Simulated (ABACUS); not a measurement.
MoS2:

```
Mo S
1.0
     3.16900    0.00000    0.00000
    -1.58450    2.74443    0.00000
     0.00000    0.00000   12.32400
Mo S
2 4
Direct
  0.66667 0.33333 0.75000
  0.33333 0.66667 0.25000
  0.66667 0.33333 0.37700
  0.33333 0.66667 0.87700
  0.66667 0.33333 0.12300
  0.33333 0.66667 0.62300
```

```yaml
Program: ABACUS 3.10.1
Task: single point
Functional: PBEsol
Potentials_or_basis: PseudoDojo NC SR 0.4.1 PBEsol standard
Cutoff: 1102 eV
Density_cutoff: 4408 eV
Basis: plane waves
k_mesh: 10 × 10 × 3
Occupations: fermi-dirac, width 0.05 eV
Spin: no spin polarisation
```

On this cell: pressure -2.9 GPa; largest force 0.302 eV/Å; band gap on the k mesh 0.89 eV, indirect (least direct gap 1.87 eV).

The same run follows on a disturbed copy (atoms moved at random, drawn with an rms of 0.05 Å):

```xyz
6
Lattice="3.1690 0.0000 0.0000 -1.5845 2.7444 0.0000 0.0000 0.0000 12.3240" Properties=species:S:1:pos:R:3 pbc="T T T"
Mo    1.6252    0.9326    9.2677
Mo    0.0415    1.7903    3.0979
S     1.5723    0.9368    4.6686
S     0.0150    1.7765   10.8348
S     1.5887    0.9366    1.5241
S     0.0346    1.8391    7.6755
```

Question: What changes?

Answer: The energy moves by +17.4 meV/atom; pressure -3.6 GPa; largest force 1.483 eV/Å; band gap on the k mesh 0.86 eV, indirect (least direct gap 1.74 eV).

Forces in eV/Å, atoms in the order of the input:
```
Mo  -0.325 -0.752 -0.416
Mo  -0.900  1.178 -0.054
S    0.535 -0.594 -0.338
S    0.264  0.645 -0.328
S    0.369 -0.583  0.399
S    0.058  0.107  0.736
```

Stress tensor (GPa, compression positive):
```
-2.74 -0.25  0.84
-0.25 -4.51  1.18
 0.84  1.18 -3.64
```

Caveats: there are fewer bands than atomic start orbitals, so a level may be missed at k points of high symmetry; an odd mesh through Γ misses points on the zone boundary, where band edges often lie; this functional lacks dispersion, which binds the layers, so the pressure and a relaxed spacing across them are unreliable (some runs).
